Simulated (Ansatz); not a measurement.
All numbers below come from DFT PBEsol+D3(BJ), scalar-relativistic, plane waves, PAW (Ansatz).

Structure of WS$_{2}$:

```yaml
crystal:
  lattice:
    - [1.56020, 0.90078, 5.84139]
    - [-1.56020, 0.90078, 5.84139]
    - [0.00000, -1.80156, 5.84139]
  atoms:
    - { symbol: W, position: [0.00064, 0.00064, 0.00064] }
    - { symbol: S, position: [0.24451, 0.24451, 0.24451] }
    - { symbol: S, position: [0.42355, 0.42355, 0.42355] }
```

Settings: cutoff 420 eV, Γ-centred mesh 12×12×12 on the computed 3-atom cell, Gaussian smearing of 0.02 eV; no spin polarisation.

Levels along Γ–T–H2 | H0–L–Γ–S0 | S2–F–Γ, in eV from a zero inside the gap, sorted by energy at each point. Points in fractions of the primitive reciprocal vectors: Γ (0.000 0.000 0.000), T (-0.500 -0.500 -0.500), H2 (-0.500 -0.183 -0.817), H0 (-0.183 0.183 -0.500), L (0.000 0.000 -0.500), S0 (0.000 0.341 -0.341), S2 (-0.341 0.000 -0.659), F (-0.500 0.000 -0.500).
```csv
point,"k (1/Å, with 2π)",band 10,band 11,band 12,band 13,band 14,band 15,band 16
Γ,0.000,-2.84,-2.84,-2.03,-1.60,1.66,1.66,2.09
-,0.077,-2.83,-2.83,-2.33,-1.36,1.66,1.66,2.08
-,0.154,-2.82,-2.82,-2.81,-1.04,1.68,1.68,2.05
-,0.231,-3.34,-2.81,-2.81,-0.78,1.70,1.70,2.01
-,0.307,-3.86,-2.79,-2.79,-0.58,1.72,1.72,1.97
-,0.384,-4.11,-2.78,-2.78,-0.45,1.74,1.74,1.93
-,0.461,-4.12,-2.77,-2.77,-0.37,1.75,1.75,1.91
T,0.538,-4.12,-2.76,-2.76,-0.35,1.75,1.75,1.90
-,0.721,-4.01,-2.96,-2.76,-0.62,1.64,1.73,1.84
-,0.903,-3.74,-3.54,-2.75,-1.29,1.34,1.62,1.92
-,1.086,-4.40,-3.51,-2.75,-1.99,1.07,1.64,2.11
-,1.268,-5.19,-3.80,-2.83,-2.24,1.22,1.81,2.24
-,1.451,-5.21,-4.48,-3.01,-2.09,1.82,2.05,2.18
-,1.634,-5.25,-5.05,-3.28,-1.67,1.42,2.00,2.90
H2,1.816,-5.35,-4.80,-3.59,-1.26,0.84,1.84,3.10
H0,1.816,-5.35,-4.80,-3.59,-1.26,0.84,1.84,3.10
-,1.921,-5.23,-4.61,-3.70,-1.26,0.81,1.78,2.96
-,2.026,-4.93,-4.52,-3.66,-1.43,1.00,1.82,2.76
-,2.131,-4.68,-4.30,-3.49,-1.63,1.25,1.99,2.55
-,2.236,-4.73,-3.75,-3.30,-1.80,1.49,2.24,2.38
-,2.341,-4.79,-3.25,-3.09,-1.93,1.70,2.18,2.63
-,2.446,-4.81,-3.12,-2.66,-2.08,1.85,2.08,2.97
L,2.551,-4.81,-3.10,-2.38,-2.23,1.91,2.03,3.16
-,2.719,-4.74,-3.07,-2.49,-2.30,1.77,1.82,3.11
-,2.888,-4.54,-2.97,-2.57,-2.54,1.27,1.65,2.99
-,3.055,-4.22,-2.90,-2.66,-2.39,0.86,1.57,2.69
-,3.224,-3.81,-3.33,-2.23,-2.04,0.78,1.64,2.24
-,3.392,-3.73,-3.36,-2.06,-1.64,1.16,1.80,1.83
-,3.560,-3.15,-2.99,-2.04,-1.52,1.61,1.80,1.81
Γ,3.728,-2.84,-2.84,-2.03,-1.60,1.66,1.66,2.09
-,3.924,-3.25,-3.06,-2.00,-1.54,1.58,1.72,1.88
-,4.120,-3.69,-3.62,-2.02,-1.70,0.94,1.64,1.79
-,4.317,-4.30,-3.39,-2.15,-2.09,0.45,1.57,2.03
-,4.513,-4.59,-3.82,-2.60,-2.04,0.34,1.95,2.24
-,4.709,-4.68,-4.55,-3.14,-1.83,0.71,2.13,2.31
-,4.906,-5.30,-4.52,-3.57,-1.48,0.96,1.90,2.42
S0,5.102,-5.37,-4.66,-3.68,-1.24,0.80,1.87,3.01
S2,5.102,-5.37,-4.66,-3.68,-1.24,0.80,1.87,3.01
-,5.193,-5.35,-4.80,-3.65,-1.30,0.94,1.99,3.12
-,5.285,-5.16,-4.92,-3.63,-1.43,1.19,2.21,3.05
-,5.376,-5.01,-4.63,-3.64,-1.55,1.46,2.43,2.94
-,5.467,-4.98,-4.08,-3.67,-1.67,1.68,2.41,3.12
-,5.559,-4.85,-3.85,-3.39,-1.81,1.80,2.31,2.98
-,5.650,-4.71,-3.93,-2.90,-2.00,1.83,2.24,2.77
F,5.741,-4.64,-3.97,-2.63,-2.15,1.83,2.21,2.70
-,5.915,-4.58,-3.88,-2.66,-2.31,1.69,2.00,2.67
-,6.089,-4.40,-3.57,-2.79,-2.48,1.42,1.52,2.73
-,6.263,-4.10,-3.11,-3.04,-2.29,1.10,1.27,2.61
-,6.436,-3.73,-3.39,-2.65,-1.81,0.94,1.37,2.26
-,6.610,-3.75,-3.31,-2.30,-1.47,1.23,1.63,1.86
-,6.784,-3.17,-2.98,-2.13,-1.44,1.62,1.78,1.83
Γ,6.958,-2.84,-2.84,-2.03,-1.60,1.66,1.66,2.09
```

Spin-orbit coupling is left out, which matters for the bands of heavy elements.

This form isn't the usual stable structure of the compound.

Cost: 1 run of about 1.5 core-minutes, on Arm Neoverse V2 (shared hosts).